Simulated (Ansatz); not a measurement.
InSe:

```
In Se
1.0
     2.00000    1.15470    8.44000
    -2.00000    1.15470    8.44000
     0.00000   -2.30940    8.44000
In Se
2 2
Direct
  0.88860 0.88860 0.88860
  0.00000 0.00000 0.00000
  0.17190 0.17190 0.17190
  0.38350 0.38350 0.38350
```

Base run:

| Quantity | Value |
| --- | --- |
| Program | Ansatz 0.2.0 |
| Functional | PBEsol |
| Potentials or basis | Ansatz PAW |
| Cutoff | 420 eV (not typed: the program's choice for these potentials) |
| k mesh | 8 × 8 × 8 |
| Occupations | fermi-dirac, width 0.05 eV |
| Spin | no spin polarisation |

Its results: band gap on the k mesh 0.34 eV, direct; pressure 0.2 GPa; largest force 0.300 eV/Å.

Question: The run is repeated on the same cell with these changes: functional from PBEsol to BLYP. What comes out?

Answer: Band gap on the k mesh 0.37 eV, direct; pressure 5.7 GPa; largest force 0.436 eV/Å.

BLYP binds less tightly than PBEsol, so the same cell stands under more pressure.

Caveats: spin-orbit coupling is left out, which moves the levels of the heavy elements; the PAW data sets come from PBE, with cores solved anew for the run's functional, which leaves a small shift of forces and pressure.
